The electrons in the filled bands of a crystal can be described by waves that run through the whole solid, or by compact functions that each sit at a definite place. The compact ones are called Wannier functions. Functions of one set may be mixed among themselves without changing the electron density or the energy, and the program uses this freedom to make them as compact as it can. The table gives eight such functions for zinc sulphide, calculated with a density functional and all electrons in the sodium release of the program exciting.

Maximally localised Wannier functions of zinc-blende ZnS, built from bands 5 to 12 and calculated with exciting (sodium release) using the PBEsol functional, all-electron LAPW+lo and a 6 × 6 × 6 k mesh, without spin polarisation or spin–orbit coupling. Centres are given as fractions of the edges of the two-atom primitive cell.

| row | function a (fractional) | function b (fractional) | function c (fractional) | function spread (angstrom^2) |
| --- | --- | --- | --- | --- |
| 1 | 0.746 | 0.746 | 0.754 | 0.377 |
| 2 | 0.747 | 0.753 | 0.754 | 0.378 |
| 3 | 0.753 | 0.751 | 0.744 | 0.386 |
| 4 | 0.753 | 0.747 | 0.754 | 0.377 |
| 5 | 0.751 | 0.753 | 0.744 | 0.386 |
| 6 | -0.001 | -0.028 | -0.028 | 2.017 |
| 7 | -0.001 | 0.057 | -0.028 | 2.017 |
| 8 | -0.001 | -0.028 | 0.057 | 2.017 |

The columns function a, function b and function c give the centre of each function as fractions of the three cell edges. The column function spread is the mean squared distance of the electron from that centre. Zn lies at 0.75 on all three axes and S at the origin. The edges meet at 60°, and each is 4 × 2.34/√6 = 3.82 Å long, where 2.34 Å is the Zn–S bond.

**(a) Take as the simple pattern that every function is centred on its atom and that all functions of one shell have the same size. Which rows break it, and by how much?**

The spreads fall into two groups. Rows 1 to 5 lie at Zn with about 0.38 Å², and rows 6 to 8 lie near S with 2.02 Å². Five functions on Zn and three on S are what a filled Zn 3d shell and a filled S 3p shell require. The S 3s band lies lower and was left out of the set, so the four familiar hybrids of s and p, one along each bond, cannot form here. The square roots of the spreads, about 0.6 and 1.4 Å, show how different the shells are: the 3d electrons are held deep inside the Zn atom, while the 3p electrons form the outer shell of S.

The three S functions have the same size but seem to have unlike positions, since row 6 has coordinates of −0.028 where row 7 has 0.057. The oblique axes cause this. For a shift with fractions x, y and z the length is the edge times √(x² + y² + z² + xy + yz + zx). Leaving out the tiny first coordinate, row 6 gives 3.82 × √(3 × 0.028²) = 0.19 Å, and row 7 gives 3.82 × √(0.057² + 0.028² − 0.057 × 0.028) = 0.19 Å.

The three S functions are therefore equivalent to one another, yet each has left its atom. Rounding of the coordinates could feign a shift of at most 0.005 Å, so 0.19 Å is a real break of the pattern. It is also only 16% of the way to the middle of a bond, so these are not bond functions either. Two much smaller breaks are found at Zn. All five functions there lie about 0.02 Å off the nucleus, which is also more than rounding can give, and the spreads of rows 3 and 5 exceed those of the other three by about 2%.

**(b) Why do the S functions leave their atom, and where do they go?**

A p function of a free atom has two equal lobes, so its centre is the nucleus. In the crystal it mixes with orbitals of the four Zn neighbours and gains some weight there. The empty 4s and 4p orbitals of Zn should matter most, because mixing with the filled 3d shell can largely be undone within the set. In the simplest picture the mixing is proportional to the cosine of the angle between the p axis and the bond, and the weight to the square of that cosine. Opposite neighbours would pull equally and cancel, but in a tetrahedron no neighbour has another one opposite to it.

The result depends on how the three p axes are turned. If they point along the edges of the cube that encloses the tetrahedron, each function has equal weight on all four Zn atoms and stays centred on S. If they are turned, the weights become unequal and the centres move. Three axes at right angles cannot follow four tetrahedral bonds, so some compromise is needed.

The compromise with the largest sum of squared shifts has axes of the type (2, 2, −1)/3, with the −1 in a different place for each function. Squaring the cosines gives these weights, in units of 1/27:

| p function | Zn A | Zn B | Zn C | Zn D |
|---|---|---|---|---|
| first | 25 | 1 | 1 | 9 |
| second | 1 | 25 | 1 | 9 |
| third | 1 | 1 | 25 | 9 |

Each function leans towards one Zn atom of its own. Along the bond to Zn D there is no net shift: two tetrahedral bonds have a cosine of −1/3 between them, so the pull of 9 is cancelled by (25 + 1 + 1)/3 = 9. The three shifts should thus lie in a plane at right angles to that bond, a third of a turn apart, each 19.5° away from its favoured bond.

The calculated centres follow this design. Each S function leans towards a different Zn atom at an angle of 18.5°, and the component along the fourth bond is only about 0.003 Å, less than 2% of the shift. The agreement supports the geometry of the picture. It does not measure how much Zn character the functions contain, because, once the p axes are chosen, symmetry fixes the line of each shift whatever the strength of the mixing. What symmetry leaves open is whether a function moves towards its Zn atom or away from it, and the move towards Zn is what mixing with Zn orbitals would give. A distortion of the p function on S itself, drawn towards the positive Zn ions, could act in the same way, and the table cannot separate the two.

A flat sheet of boron nitride shows the same conflict in a simpler form. Suppose that only the two in-plane p functions of a nitrogen atom are kept, although it has three boron neighbours. If one function points at a neighbour, it leans that way, and the other leans the opposite way, between the two remaining neighbours. The likeness ends there, because in the sheet every turn of the pair gives shifts of the same length, whereas in the tetrahedron some turns give larger shifts than others.

**(c) What does the program gain by letting the S functions lean, and do the breaks reveal unequal bonds or a split d shell?**

The spread is the mean squared distance from the nucleus less the squared shift of the centre. When the three p functions are mixed among themselves, the sum of their mean squared distances from S stays the same. Every bit of squared shift therefore lowers the total spread. This is why a search for the most compact functions prefers leaning ones to centred ones.

The size of the gain follows from the shift in the table, 0.1875 Å before rounding. Its square is 0.035 Å² for each function. Functions centred on S would thus have a spread of about 2.017 + 0.035 = 2.052 Å², so leaning saves about 1.7% of the spread in the table. The break is easy to see in the positions but hardly changes the size. This estimate takes the shift from the calculation and predicts only the saving; the centred set itself was not calculated.

The bond to Zn D is not weaker than the others, since the symmetry of the crystal makes all four bonds equal. The table of weights shows how the lean agrees with this: each column adds up to 27, so the three functions together treat all four Zn atoms alike. The program had to single out one bond in order to lean towards the other three, and any of the four would have served equally well. The calculated shifts also average to zero within 0.003 Å, as expected if the three functions together keep the cubic symmetry of the crystal.

The larger spreads of rows 3 and 5 call for similar care. A tetrahedral surrounding does split a d shell into a group of three and a group of two, and the table seems to show just that. Pure functions of the group of two, however, must be centred on Zn by symmetry, while rows 3 and 5 lie 0.02 Å away from it. The other three are off centre as well, so none of the five is a pure member of the group of two. The set is mixed. The squared shifts at Zn are far too small to account for the extra 2%, so the two groups probably differ somewhat in size. The table shows that difference only in mixed form, and it says nothing about the splitting in energy.

For practical use, the positions of single Wannier functions should be read together with those of their partners. An uneven pattern within a set can come from the choice of functions in a perfectly even crystal. The same reasoning carries over to a rock-salt crystal, where every neighbour has another one opposite to it: the pulls cancel for any direction of the p axes, and the p functions can stay on their atom.

Two limits concern the sizes rather than the pattern. The spreads come from a single mesh of wave vectors and converge slowly with it, so their absolute values may still move. The functional also places the Zn 3d level too high, which exaggerates its mixing with S 3p. Since both shells are filled and belong to the set, this should have little effect on the shift of 0.19 Å, but that has not been tested. The printed output after this text lists the shifts, angles and savings used here.

The analysis program printed:

```
Shift from the atom and spread against the mean of its group:
  row  shift_A  spread_A2  spread_less_group_mean_A2
    1  0.02161      0.377                    -0.0038
    2  0.01911      0.378                    -0.0028
    3  0.01911      0.386                     0.0052
    4  0.01911      0.377                    -0.0038
    5  0.01911      0.386                     0.0052
    6   0.1875      2.017                          0
    7   0.1875      2.017                          0
    8   0.1875      2.017                          0
Zn-S distance from the inferred sites (angstrom): 2.34
Largest shift that coordinate rounding alone could give (angstrom): 0.00468
Mean spread of the five Zn functions (angstrom^2): 0.3808
Mean spread of the three S functions (angstrom^2): 2.017
Ratio of mean spreads, S to Zn: 5.297
Mean shift of the S functions as percent of the way to the bond midpoint: 16.03
Length of the average shift vector of the three S functions (angstrom): 0.00312
Angle between the shift of an S function and its nearest bond (degrees): 18.52
Angle expected for the best p triad (degrees): 19.47
Mean component of the S shifts along the fourth bond (angstrom): -0.00312
Estimated spread saved per S function by leaning, the squared shift (angstrom^2): 0.03517
The same saving as percent of the S spread: 1.744
Largest minus smallest spread among the Zn functions (angstrom^2): 0.009
Largest squared shift among the Zn functions (angstrom^2): 0.0004672
Gauge-dependent part of the total spread (angstrom^2): 0.3185
```
